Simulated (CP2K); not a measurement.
Runs of CP2K 2026.2 on AlN. Symmetry: F-43m, No. 216, cubic system. The conventional cell has a = 4.368 Å, b = 4.368 Å, c = 4.368 Å, α = 90.00°, β = 90.00°, γ = 90.00°. Al (site symmetry -43m) is surrounded by 4 N at 1.89 Å. N (site symmetry -43m) has 4 Al at 1.89 Å as nearest neighbours. Measurements of this composition are mostly on another form, of space group No. 186.

```tsv
potentials or basis	gap on the mesh (eV)	pressure (GPa)
POTENTIAL_UZH Al GTH-PBE0-q3, N GTH-PBE0-q5; DZVP-MOLOPT-SR-GTH basis	3.33	3.1
GTH_POTENTIALS Al GTH-BLYP-q3, N GTH-BLYP-q5; DZVP-MOLOPT-SR-GTH basis	3.34	(c)
GTH_POTENTIALS Al GTH-PBE-q3, N GTH-PBE-q5; DZVP-MOLOPT-SR-GTH basis	3.32	4.3
POTENTIAL_UZH Al GTH-SCAN-q3, N GTH-SCAN-q5; DZVP-MOLOPT-SR-GTH basis	3.36	1.4
GTH_POTENTIALS Al GTH-PADE-q3, N GTH-PADE-q5; DZVP-MOLOPT-SR-GTH basis	(b)	(a)
```

Alike in all rows: task single point; level PBE; no spin polarisation; cell as given; k mesh 10 × 10 × 10; smearing fermi-dirac 0.05 eV.

Fill in the values left out.

(a) -4.3; (b) 3.41; (c) 3.9.

Caveats: the basis of atomic orbitals isn't converged, which shifts pressures, moduli and gaps; the potentials were made for another functional, which shifts forces and pressure (some runs).

A k mesh can miss the band edges.
